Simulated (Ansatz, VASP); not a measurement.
## BaH: VASP beside Ansatz

File INCAR:

```
SYSTEM = BaH
  PREC = Accurate
  ENCUT = 600
  EDIFF = 1E-7
  ISMEAR = 0
  SIGMA = 0.1
  LREAL = .False.
  LASPH = .True.
  NELM = 100
  ALGO = Normal
  ISIF = 3
  LWAVE = .False.
  LCHARG = .False.
  GGA = PE
  IBRION = 2
  NSW = 100
  EDIFFG = -0.01
```

KPOINTS

```
Automatic mesh
0
Gamma
  16 16 16
  0 0 0
```

File POSCAR:

```
BaH
1.0
    3.5692506304      0.0000000000      0.0000000000
    0.0000000000      3.5692506304      0.0000000000
    0.0000000000      0.0000000000      3.5692506304
Ba H
1 1
Direct
    0.0000000000      0.0000000000      0.0000000000
    0.5000000000      0.5000000000      0.5000000000
```

Input for Ansatz:

```yaml
crystal:
  lattice:
    - [3.5692506304, 0.0, 0.0]
    - [0.0, 3.5692506304, 0.0]
    - [0.0, 0.0, 3.5692506304]
  atoms:
    - { symbol: Ba, position: [0.0, 0.0, 0.0] }
    - { symbol: H, position: [0.5, 0.5, 0.5] }
basis:
  ecutwfc: 420
kpoints:
  mp_grid: { grid: [16, 16, 16] }
hamiltonian:
  xc: pbe
scf:
  occupations: { method: gaussian, width: 0.1 }
output:
  forces: true
  stress: true
  eigenvalues: true
relax:
  adjacent_minimum: "off"
  f_tol: 0.01
  max_steps: 80
  cell: { stress_tol: 0.05 }
```

Change from the starting cell: species swapped into the YCu type (Pm-3m, No. 221).

Alike in both runs: task relaxation of cell and atoms; functional PBE; k mesh 16 × 16 × 16; occupations gaussian, width 0.1 eV; no spin polarisation.

|  | VASP | Ansatz |
| --- | --- | --- |
| version | VASP 6.6.1 | Ansatz 0.2.0 |
| potentials or method | VASP PAW PBE potentials, release 64 (Ba_sv, H) | scalar-relativistic, plane waves, PAW |
| plane-wave cutoff (eV) | 600 | 420 |
| valence electrons in the cell | 11 | 11 |

Ansatz gave:

- gap on the k mesh at the Fermi level, each at its own relaxed structure (eV): none
- relaxed volume (Å³/atom): 22.74
- relaxed cell length with the largest relative difference (Å): 3.569
- energy change over the relaxation (meV/atom): 0

Problem. What did VASP give for the same quantities?

Solution. gap on the k mesh at the Fermi level, each at its own relaxed structure (eV): none; relaxed volume (Å³/atom): 23.54; relaxed cell length with the largest relative difference (Å): 3.611; energy change over the relaxation (meV/atom): -2.

A gap of «none» marks a metal or a gap that the smearing closes.

The runs have no spin-orbit coupling, so splittings on Ba are missing.
